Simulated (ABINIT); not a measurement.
## CdSe (Cadmoselite): G0W0 with ABINIT, start to end

Wanted: ground state, empty states, screening and self-energy for CdSe (Cadmoselite).

Main program and level: ABINIT 10.8.3; PBE and many-body steps on it, plane waves.

The database entry behind the starting cell differs from later determinations by our own check (inner coordinate of an old entry), so it need not match the best structure at ambient conditions.

## 1. Starting point

The structure is hexagonal, space group P6_3mc (No. 186). The conventional cell has a = 4.300 Å, b = 4.300 Å, c = 7.020 Å, α = 90.00°, β = 90.00°, γ = 120.00°. Nearest to Cd lie 4 Se at 2.61 to 2.70 Å. Nearest to Se lie 4 Cd at 2.61 to 2.70 Å. Farther neighbours and most contacts between anions are not listed.

Structure file:

```cif
data_structure
_symmetry_space_group_name_H-M 'P6_3mc'
_symmetry_Int_Tables_number 186
_cell_length_a 4.3000
_cell_length_b 4.3000
_cell_length_c 7.0200
_cell_angle_alpha 90.000
_cell_angle_beta 90.000
_cell_angle_gamma 120.000
_cell_volume 112.41
loop_
_atom_site_label
_atom_site_type_symbol
_atom_site_symmetry_multiplicity
_atom_site_Wyckoff_symbol
_atom_site_fract_x
_atom_site_fract_y
_atom_site_fract_z
_atom_site_occupancy
Cd1 Cd 2 b 0.33333 0.66667 0.00000 1
Se1 Se 2 b 0.33333 0.66667 0.38500 1
```

The cell and positions come from the Crystallography Open Database and are kept as given unless a step says otherwise.

## 2. Ground state

This step: ABINIT 10.8.3; DFT, PBE with spin-orbit coupling, plane waves, norm-conserving pseudopotentials.

The ground-state density comes first.

Contents of run.abi:

```
acell 3*1.0 Angstrom
rprim 
  4.300000000016 -0.000000000004 0.000000000000
  -2.150000000005 3.723909236288 0.000000000000
  0.000000000000 0.000000000000 7.020000000000
ntypat 2
znucl 48 34
natom 4
typat 1 1 2 2
xred 
  0.333333333333 0.666666666667 0.000000000000
  0.666666666667 0.333333333333 0.500000000000
  0.333333333333 0.666666666667 0.385000000000
  0.666666666667 0.333333333333 0.885000000000
pp_dirpath "pseudos"
pseudos "Cd.upf, Se.upf"
ecut 48
nspinor 2
ngkpt 3 3 2
nshiftk 1
shiftk 0 0 0
kptopt 1
chksymbreak 0
nband 100
occopt 1
tolvrs 1e-08
nstep 60
prtwf 0
optforces 0
optstress 0
indata_prefix "in"
outdata_prefix "out"
tmpdata_prefix "tmp"
```

Run with:

```console
> OMP_NUM_THREADS=1 mpirun -n 4 abinit run.abi > log
```

Numbers of over 12 decimals in the logs are rounded to 6 here.

Log:

```text
.Version 10.8.3 of ABINIT. v10.8.2 released Aug 2026.

 Symmetries : space group P6_3 m c (#186); Bravais hP (primitive hexag.)
================================================================================
 Values of the parameters that define the memory need of the present run
     intxc =       0    ionmov =       0      iscf =       7    lmnmax =      17
     lnmax =      17     mgfft =      90  mpssoang =       5    mqgrid =    4138
     natom =       4  nloc_mem =       1    nspden =       1   nspinor =       2
    nsppol =       1      nsym =      12    n1xccc =    2501    ntypat =       2
    occopt =       1   xclevel =       2
-    mband =         100        mffmem =           1         mkmem =           2
       mpw =       12066          nfft =      262440          nkpt =           6
================================================================================
  Rough estimation (10% accuracy) of disk space for files :
================================================================================

--------------------------------------------------------------------------------
------------- Echo of variables that govern the present computation ------------
--------------------------------------------------------------------------------
 -outvars: echo values of preprocessed input variables --------
            acell      1.8897261259E+00  1.8897261259E+00  1.8897261259E+00 Bohr

      chksymbreak           0
             ecut      4.80000000E+01 Hartree
-          fftalg         312

              ixc     -101130
              kpt      0.00000000E+00  0.00000000E+00  0.00000000E+00
                       3.33333333E-01  0.00000000E+00  0.00000000E+00
                       3.33333333E-01  3.33333333E-01  0.00000000E+00
                       0.00000000E+00  0.00000000E+00  5.00000000E-01
                       3.33333333E-01  0.00000000E+00  5.00000000E-01
                       3.33333333E-01  3.33333333E-01  5.00000000E-01
         kptrlatt        3    0    0      0    3    0      0    0    2
          kptrlen      2.43774670E+01
P           mkmem           2
            natom           4
            nband         100
            ngfft          54      54      90
             nkpt           6
          nspinor           2
            nstep          60
             nsym          12
           ntypat           2
              occ      1.000000  1.000000  1.000000  1.000000  1.000000  1.000000
                       1.000000  1.000000  1.000000  1.000000  1.000000  1.000000
                       1.000000  1.000000  1.000000  1.000000  1.000000  1.000000
                       1.000000  1.000000  1.000000  1.000000  1.000000  1.000000
                       1.000000  1.000000  1.000000  1.000000  1.000000  1.000000
                       1.000000  1.000000  1.000000  1.000000  1.000000  1.000000
                       1.000000  1.000000  1.000000  1.000000  1.000000  1.000000
                       1.000000  1.000000  1.000000  1.000000  1.000000  1.000000
                       1.000000  1.000000  1.000000  1.000000  1.000000  1.000000
   [... 6 further rows ...]
                       0.000000  0.000000  0.000000  0.000000  0.000000  0.000000
                       0.000000  0.000000  0.000000  0.000000
        optforces           0
        optstress           0
            prtwf           0
            rprim      4.3000000000E+00 -4.0000000000E-12  0.0000000000E+00
                      -2.1500000000E+00  3.7239092363E+00  0.0000000000E+00
                       0.0000000000E+00  0.0000000000E+00  7.0200000000E+00
          spgroup         186

           tolvrs      1.00000000E-08

             xred      3.3333333333E-01  6.6666666667E-01  0.0000000000E+00
                       6.6666666667E-01  3.3333333333E-01  5.0000000000E-01
                       3.3333333333E-01  6.6666666667E-01  3.8500000000E-01
                       6.6666666667E-01  3.3333333333E-01  8.8500000000E-01
            znucl       48.00000   34.00000

================================================================================

 chkinp: Checking input parameters for consistency.

================================================================================
== DATASET  1 ==================================================================
-   mpi_nproc: 4, omp_nthreads: 1 (-1 if OMP is not activated)

--- !DatasetInfo
iteration_state: {dtset: 1, }
dimensions: {natom: 4, nkpt: 6, mband: 100, nsppol: 1, nspinor: 2, nspden: 1, mpw: 12066, }
cutoff_energies: {ecut:  48.0, pawecutdg:  -1.0, }
electrons: {nelect:   8.80000000E+01, charge:   0.00000000E+00, occopt:   1.00000000E+00, tsmear:   1.00000000E-02, }

 Real(R)+Recip(G) space primitive vectors, cartesian coordinates (Bohr,Bohr^-1):
 R(1)=  8.1258223  0.0000000  0.0000000  G(1)=  0.1230645  0.0710513  0.0000000
 R(2)= -4.0629112  7.0371686  0.0000000  G(2)=  0.0000000  0.1421026  0.0000000
 R(3)=  0.0000000  0.0000000 13.2658774  G(3)=  0.0000000  0.0000000  0.0753814
 Unit cell volume ucvol=  7.5857977E+02 bohr^3
 Angles (23,13,12)=  9.00000000E+01  9.00000000E+01  1.20000000E+02 degrees

 getcut: wavevector=  0.0000  0.0000  0.0000  ngfft=  54  54  90
         ecut(hartree)=     48.000   => boxcut(ratio)=   2.13128

--- Pseudopotential description ------------------------------------------------
- Cd Generated using ONCVPSP code by D. R. Hamann
[...]
- Se Generated using ONCVPSP code by D. R. Hamann
- 34.00000  24.00000  180506                  znucl, zion, pspdat
12 -101130 2 -1 1214                          pspcod,pspxc,lmax,lloc,mmax
     nproj     2     2     2     0
     spin-orbit psp
        nprojso     4     3     0
  pspatm : epsatm=   25.40007005
         --- l  ekb(1:nproj) -->
[...]
spin-orbit 1    0.229742    0.110085   -0.000668   -0.000080
  spin-orbit 2    0.019957    0.015212   -0.000061
 pspatm: atomic psp has been read  and splines computed

   7.93609587E+03                                ecore*ucvol(ha*bohr**3)
--------------------------------------------------------------------------------

_setup2: Arith. and geom. avg. npw (full set) are   12041.611   12041.595

================================================================================

--- !BeginCycle
iteration_state: {dtset: 1, }
solver: {iscf: 7, nstep: 60, nline: 4, wfoptalg: 0, }
tolerances: {tolvrs: 1.00E-08, }

     iter   Etot(hartree)      deltaE(h)  residm     vres2
 ETOT  1  -1020.7535619180    -1.021E+03 1.900E+00 6.060E+03
 ETOT  2  -1025.8577695410    -5.104E+00 4.093E-02 8.108E+03
 ETOT  3  -1026.7171226393    -8.594E-01 1.114E-02 9.351E+02
 ETOT  4  -1026.7703564355    -5.323E-02 5.480E-03 3.617E+02
 ETOT  5  -1026.8018089976    -3.145E-02 3.084E-03 2.680E+01
 ETOT  6  -1026.8042791468    -2.470E-03 1.639E-03 1.612E-01
 ETOT  7  -1026.8042810191    -1.872E-06 1.615E-03 1.083E-01
 ETOT  8  -1026.8042899410    -8.922E-06 9.267E-04 1.550E-02
 ETOT  9  -1026.8042912357    -1.295E-06 4.042E-04 4.037E-03
 ETOT 10  -1026.8042916439    -4.082E-07 4.081E-04 4.601E-06
 ETOT 11  -1026.8042916445    -6.746E-10 1.213E-04 1.563E-07
 ETOT 12  -1026.8042916445    -2.046E-12 1.316E-04 8.399E-09

 At SCF step   12       vres2   =  8.40E-09 < tolvrs=  1.00E-08 =>converged.

--- !ResultsGS
iteration_state: {dtset: 1, }
comment   : Summary of ground state results
lattice_vectors:
- [  8.1258223,  -0.0000000,   0.0000000, ]
- [ -4.0629112,   7.0371686,   0.0000000, ]
- [  0.0000000,   0.0000000,  13.2658774, ]
lattice_lengths: [   8.12582,    8.12582,   13.26588, ]
lattice_angles: [ 90.000,  90.000, 120.000, ] # degrees, (23, 13, 12)
lattice_volume:   7.5857977E+02
convergence: {deltae: -2.046E-12, res2:  8.399E-09, residm:  1.316E-04, diffor:  0.000E+00, }
etotal    :  -1.02680429E+03
entropy   :   0.00000000E+00
fermie    :   1.84923078E-01
cartesian_stress_tensor: null
pressure_GPa: null
xred      :
- [  3.3333E-01,   6.6667E-01,   0.0000E+00, Cd]
- [  6.6667E-01,   3.3333E-01,   5.0000E-01, Cd]
- [  3.3333E-01,   6.6667E-01,   3.8500E-01, Se]
- [  6.6667E-01,   3.3333E-01,   8.8500E-01, Se]
cartesian_forces: null
force_length_stats: {min: null, max: null, mean: null, }

 Integrated electronic density in atomic spheres:
 ------------------------------------------------
 Atom  Sphere_radius  Integrated_density
[...]
4        2.00000         21.25973448
================================================================================

 ----iterations are completed or convergence reached----

 Mean square residual over all n,k,spin=   39.893E-08; max=  13.165E-05
 reduced coordinates (array xred) for    4 atoms
       0.333333333333      0.666666666667      0.000000000000
       0.666666666667      0.333333333333      0.500000000000
       0.333333333333      0.666666666667      0.385000000000
       0.666666666667      0.333333333333      0.885000000000
 rms dE/dt=  0.0000E+00; max dE/dt=  0.0000E+00; dE/dt below (all hartree)
    1       0.000000000000      0.000000000000      0.000000000000
    2       0.000000000000      0.000000000000      0.000000000000
    3       0.000000000000      0.000000000000      0.000000000000
    4       0.000000000000      0.000000000000      0.000000000000

 cartesian coordinates (angstrom) at end:
    1      2e-12     2.482606     0.000000
    2      2.150000     1.241303     3.510000
    3      2e-12     2.482606     2.702700
    4      2.150000     1.241303     6.212700
 length scales=  1.889726125908  1.889726125908  1.889726125908 bohr
              =  1.000000000000  1.000000000000  1.000000000000 angstroms
 prteigrs : about to open file out_EIG
 Fermi (or HOMO) energy (hartree) =   0.18492   Average Vxc (hartree)=  -0.34213
 Eigenvalues (hartree) for nkpt=   6  k points:
 kpt#   1, nband=100, wtk=  0.05556, kpt=  0.0000  0.0000  0.0000 (reduced coord)
  -7.42288   -7.42288   -7.42288   -7.42288   -5.34524   -5.34524   -5.34524   -5.34524
  -5.12951   -5.12951   -5.12950   -5.12950   -5.12940   -5.12940   -5.12940   -5.12940
  -3.55564   -3.55564   -3.55563   -3.55563   -2.27306   -2.27306   -2.27303   -2.27303
  -2.05931   -2.05931   -2.05927   -2.05927   -2.05912   -2.05912   -2.05909   -2.05909
  -1.55152   -1.55152   -1.55152   -1.55152   -1.55146   -1.55146   -1.55146   -1.55146
  -1.51872   -1.51872   -1.51871   -1.51871   -1.51862   -1.51862   -1.51862   -1.51862
  -1.51860   -1.51860   -1.51860   -1.51860   -0.28189   -0.28189   -0.26838   -0.26838
  -0.12376   -0.12376   -0.12226   -0.12226   -0.12150   -0.12150   -0.11091   -0.11091
  -0.10333   -0.10333   -0.09967   -0.09967   -0.09390   -0.09390   -0.09331   -0.09331
  -0.08946   -0.08946   -0.08025   -0.08025    0.02410    0.02410    0.14981    0.14981
   0.15826    0.15826    0.17149    0.17149    0.18465    0.18465    0.18492    0.18492
   0.20559    0.20559    0.25734    0.25734    0.38788    0.38788    0.40030    0.40030
   0.40789    0.40789    0.43224    0.43231
 prteigrs : prtvol=0 or 1, do not print more k-points.

--- !EnergyTerms
iteration_state     : {dtset: 1, }
comment             : Components of total free energy in Hartree
kinetic             :  4.16125084492863E+02
hartree             :  4.20836547546404E+02
xc                  : -1.06091092622939E+02
Ewald energy        : -4.55605121140464E+02
psp_core            :  1.04617815823117E+01
local_psp           : -1.15988531431797E+03
non_local_psp       : -1.52646177184752E+02
total_energy        : -1.02680429164455E+03
total_energy_eV     : -2.79407681789707E+04
band_energy         : -1.64382399770999E+02

== END DATASET(S) ==============================================================
================================================================================

 -outvars: echo values of variables after computation  --------
           etotal     -1.0268042916E+03
            nband         100
             nkpt           6
          spgroup         186
 [... the other variables as echoed above ...]

 Calculation completed.
```

Wall time 6.6 min (4 MPI ranks of Intel Xeon 6975P-C (Granite Rapids), shared host); peak memory 0.84 GiB.

Numbers from this step:

| Quantity | Value |
| --- | --- |
| total energy | -27940.7682 eV |
| gap | 0.5625 eV |
| k of the valence top | 0, 0, 0 |
| k of the conduction bottom | 0, 0, 0 |
| least direct gap | 0.5625 eV |

The gap is direct, at Γ.

(Continued in part 2 of 3.)

[Paths, hosts, dates, memory and timing lines, banners, echoed tables and standing remarks are left out of the program output.]

[Logs are printed without paths, hosts, clocks, repeated set-up lines and the standing remarks that a program may print on its own settings, such as how far it seeks lower states.]

[Runs of the session that timed out or met a known fault of the program may be left out.]

[Hosts, paths, dates, database ids (printed as entryN), source tags and the programs' standing remarks are cut or masked in the printed files.]

[G0W0 gaps are taken among the corrected bands and points alone; a level outside them can change the order at an edge.]

[Where Ansatz stands beside ABINIT at settings called matched, ABINIT's density can come from a denser mesh and the files from another edition; pairs whose starting gaps differed by over 0.03 eV were left out, so agreement reads better than it is.]
